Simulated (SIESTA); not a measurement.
A run of SIESTA 5.4.2:

The input HfN.fdf:

```
SystemName                      HfN
SystemLabel                     HfN
NumberOfSpecies                 2
NumberOfAtoms                   2
%block ChemicalSpeciesLabel
  1  72 Hf
  2   7 N
%endblock ChemicalSpeciesLabel

LatticeConstant                 1.0 Ang
%block LatticeVectors
     0.0000000000     2.2560000000     2.2560000000
     2.2560000000     0.0000000000     2.2560000000
     2.2560000000     2.2560000000     0.0000000000
%endblock LatticeVectors
AtomicCoordinatesFormat         Fractional
%block AtomicCoordinatesAndAtomicSpecies
     0.0000000000     0.0000000000     0.0000000000  1  Hf
     0.5000000000     0.5000000000     0.5000000000  2  N
%endblock AtomicCoordinatesAndAtomicSpecies

%block kgrid.MonkhorstPack
   10   0   0  0.0
    0  10   0  0.0
    0   0  10  0.0
%endblock kgrid.MonkhorstPack
XC.Functional                   GGA
XC.Authors                      RPBE
PAO.BasisSize                   DZP
PAO.EnergyShift                 0.003 Ry
Mesh.Cutoff                     800 Ry
OccupationFunction              FD
ElectronicTemperature           0.05 eV
MaxSCFIterations                120
SCF.MustConverge                false
SCF.Mixer.Method                Pulay
SCF.Mixer.Weight                0.25
SCF.Mixer.History               8
SCF.DM.Tolerance                5.0e-05
SCF.H.Tolerance                 1.0e-03 eV
WriteForces                     true
Charge.Mulliken                 end
MD.TypeOfRun                    CG
MD.Steps                        40
MD.MaxForceTol                  0.04 eV/Ang
MD.MaxDispl                     0.1 Ang
WriteCoorStep                   true
AtomCoorFormatOut               Fractional
MD.VariableCell                 true
MD.MaxStressTol                 0.1 GPa
%block PAO.Basis
  Hf 5
  n=5 0 2
    3.241 0.000
  n=6 0 2
    8.229 0.000
  n=5 1 2
    3.929 0.000
  n=6 1 1
    8.229
  n=5 2 2
    8.001 0.000
%endblock PAO.Basis
```

Potentials or basis: PseudoDojo 0.4 standard (PBE files), DZP (energy shift 0.003 Ry; two zetas on semicore shells).

Launch:

```console
$ siesta < HfN.fdf > HfN.out 2>&1
```

Hardware: 1 thread of AMD EPYC 9R45 96-Core Processor (Zen 5), with other jobs on the host.

Q: How long does it take, and how much memory?

A: It took 3.9 min on 1 thread of AMD EPYC 9R45 96-Core Processor (Zen 5), on a shared host, peak memory 0.38 GiB. Counts: scf iterations 44, k points 560, bands 36, ion steps 6.
